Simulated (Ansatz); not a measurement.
How Cl stores the work of compression

All numbers below come from DFT PBEsol, scalar-relativistic, plane waves, PAW (Ansatz). Run with 420 eV cutoff, 8×8×4 k-mesh, Gaussian smearing of 0.02 eV, no spin polarisation.

Reference structure (relaxed):

```
CELL_PARAMETERS angstrom
3.44099 -1.94005 0.00000
3.44099 1.94005 0.00000
0.00000 0.00000 8.01102
ATOMIC_POSITIONS crystal
Cl 0.12640 0.87360 0.11115
Cl 0.62640 0.37360 0.38885
Cl 0.87360 0.12640 0.88885
Cl 0.37360 0.62640 0.61115
```

Cell and atoms were relaxed at each target pressure within the start's symmetry (Cmce), at zero temperature; other phases can be more stable under pressure. H = E + PV with P the target; E is the free energy at the smearing used, whose derivative the pressure is, per atom and counted from zero pressure. The mesh named is that at zero pressure; some other pressures ran on another.

```tsv
P (GPa)	V (Å³/atom)	E − E0 (meV)	H − H0 (meV)
0	26.740	0.0	0.0
2	22.385	20.3	299.7
5	20.125	66.9	694.9
10	18.171	155.0	1289.1
20	16.085	343.1	2351.0
40	13.940	729.4	4209.8
```

Question: Thermodynamics gives dH/dP = V along a relaxed path. Integrate V over P by the trapezoid rule and compare with the computed enthalpies.

Answer: With 1 eV/Å³ = 160.22 GPa, each step adds the mean volume times ΔP / 160.22:
```tsv
P (GPa)	∫V dP (meV)	H − H0 (meV)	difference (meV)
2	306.6	299.7	6.9
5	704.6	694.9	9.7
10	1302.2	1289.1	13.0
20	2371.2	2351.0	20.2
40	4245.2	4209.8	35.4
```

V(P) curves upward, so the trapezoid rule runs high; integrating a smooth curve through the same points puts that excess at about 34.9 meV at 40 GPa, against the 35.4 meV found.

Question: At 40 GPa, how much of the enthalpy change is stored energy and how much is the PV term?

Answer: E rises by 729 meV/atom and PV is 40 × 13.940 / 160.22 = 3480 meV/atom, so PV makes 83 % of ΔH. So between rival structures at high pressure a small difference in volume can outweigh the difference in energy: 1 % of this volume is worth 34.8 meV/atom at this pressure.

Question: What bulk modulus do the lowest pressures give?

Answer: From the pressures that the runs reached, 0.00 GPa (26.740 Å³) and 1.98 GPa (22.385 Å³), B = −ΔP/Δln V = 1.98 / 0.1778 = 11 GPa, a mean over that range. Where layers or molecules are held by dispersion forces, this functional describes the zero-pressure volume and B poorly.

Question: The gap is 2.014 eV at 0.00 GPa and 1.962 eV at 1.98 GPa. What pressure coefficient and volume deformation potential follow?

Answer: dE_g/dP = -26.5 meV/GPa, and a_V = dE_g/d ln V = −B dE_g/dP = 0.29 eV. A gap that closes or barely moves under pressure is usual where the conduction edge lies away from the zone centre, has d character, or where the bands broaden faster than they shift. If the edges move to other points of the zone within the range, this is a mean of two slopes. Gaps are Kohn–Sham gaps over the whole zone.